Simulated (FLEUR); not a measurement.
The system is PbS.

```
CELL_PARAMETERS angstrom
2.11266 1.21975 3.45192
-2.11266 1.21975 3.45192
0.00000 -2.43949 3.45192
ATOMIC_POSITIONS crystal
Pb 0.98057 0.98057 0.98057
S 0.47504 0.47504 0.47504
```

The cell is a database's computed one.

| Item | Value |
| --- | --- |
| Program | FLEUR MaX-R8.1 (patched build s14) |
| Task | single point |
| Functional | PBE |
| Potentials or basis | all-electron |
| Basis | FLAPW |
| Kmax | 3.86 1/bohr |
| k mesh | 8 × 8 × 8 |
| Occupations | fermi-dirac, width 0.05 eV |
| Spin | no spin polarisation |
| Gmax | 12 1/bohr |
| Muffin-tin radii | Pb 2.66, S 2.15 bohr |
| lmax | Pb 11, S 9 |
| Local orbitals a species | Pb 5, S 4 |
| Max iterations | 60 |
| Mixing factor | 0.05 |
| Mixer | Anderson |
| Mixer history | 15 |
| Density convergence | 1e-05 me/bohr^3 |

On this cell: largest force 0.020 eV/Å; band gap on the k mesh 0.46 eV, direct.

The same run follows on a disturbed copy (atoms moved at random, drawn with an rms of 0.05 Å):

```
Pb S
1.0
     2.11266    1.21975    3.45192
    -2.11266    1.21975    3.45192
     0.00000   -2.43949    3.45192
Pb S
1 1
Direct
  0.98892 0.97674 0.98424
  0.49037 0.47636 0.46869
```

What changes?

The energy moves by +0.1 meV/atom; largest force 0.023 eV/Å; band gap on the k mesh 0.45 eV, direct.

Forces in eV/Å, atoms in the order of the input:
```
Pb   0.001  0.014 -0.018
S   -0.001 -0.014  0.018
```

Caveats: spin-orbit coupling is left out, which as a rule narrows the gap of such compounds by several tenths of an eV.

A k mesh can miss the band edges.
